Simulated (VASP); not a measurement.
Write the native input for VASP 6.6.1 that does the following.

```
Task                               : band structure
Functional                         : PBE0
Potentials or basis                : VASP PAW PBE potentials, release 64 (Ga_d, N)
Cutoff                             : 520 eV
k mesh                             : 6 × 6 × 6
Occupations                        : gaussian, width 0.03 eV
Spin                               : no spin polarisation
Grid for exact exchange (PRECFOCK) : Fast
Exchange at q = 0                  : truncated
Further INCAR settings             : ALGO = Normal; EDIFF = 1e-06; NBANDS = 16
```

Crystal: GaN.

```
CELL_PARAMETERS angstrom
0.00000 2.24755 2.24755
2.24755 0.00000 2.24755
2.24755 2.24755 0.00000
ATOMIC_POSITIONS crystal
Ga 0.00000 0.00000 0.00000
N 0.75000 0.75000 0.75000
```

The cell is a database's computed one.

One way to write it, as run:

POSCAR

```
GaN                                     
1.0
    0.0000000000      2.2475536576      2.2475536576
    2.2475536576     -0.0000000000      2.2475536576
    2.2475536576      2.2475536576     -0.0000000000
  Ga              N             
     1     1
Direct
     0.0000000000000000    0.0000000000000000    0.0000000000000000
     0.7500000000000000    0.7500000000000000    0.7500000000000000
```

INCAR.step1

```
  PREC = Accurate
  ENCUT = 520
  EDIFF = 1E-5
  ISMEAR = 0
  SIGMA = 0.03
  LREAL = F
  LASPH = T
  NELM = 80
  ALGO = Normal
  ISIF = 2
  LWAVE = T
  LCHARG = F
  NBANDS = 16
  KPAR = 4
  GGA = PE
```

INCAR.step2

```
  PREC = Accurate
  ENCUT = 520
  EDIFF = 1E-6
  ISMEAR = 0
  SIGMA = 0.03
  LREAL = F
  LASPH = T
  NELM = 80
  ALGO = Normal
  ISIF = 2
  LWAVE = F
  LCHARG = F
  GGA = PE
  LHFCALC = T
  AEXX = 0.25
  PRECFOCK = Fast
  HFRCUT = -1
  NBANDS = 16
  KPAR = 4
  ISTART = 1
```

KPOINTS

```
Automatic mesh
0
Gamma
  6 6 6
```

KPOINTS_OPT

```
explicit points
6
Reciprocal
 0.0000000000  0.0000000000  0.0000000000 1
 0.3750000000  0.3750000000  0.7500000000 1
 0.5000000000  0.5000000000  0.5000000000 1
 0.6250000000  0.2500000000  0.6250000000 1
 0.5000000000  0.2500000000  0.7500000000 1
 0.5000000000  0.0000000000  0.5000000000 1
```

Potentials or basis: VASP PAW PBE potentials, release 64 (Ga_d, N).

Command:

```console
$ cat potpaw_PBE.64/Ga_d/POTCAR potpaw_PBE.64/N/POTCAR > POTCAR
$ cp INCAR.step1 INCAR
$ mpirun -np 4 vasp_std > vasp.out
$ cp INCAR.step2 INCAR
$ mpirun -np 4 vasp_std > vasp.out
```

Results of the run:

The pressure is 0.2 GPa. The band gap on the k mesh is 3.74 eV, direct and the band gap along the path is 3.74 eV, direct.

Caveat: the PAW data sets were made with another functional, which shifts forces and pressure a little.

Run time: 3.4 min on 4 MPI ranks on Intel(R) Xeon(R) Platinum 8488C (Sapphire Rapids), on a shared host, peak memory 0.16 GiB a rank.
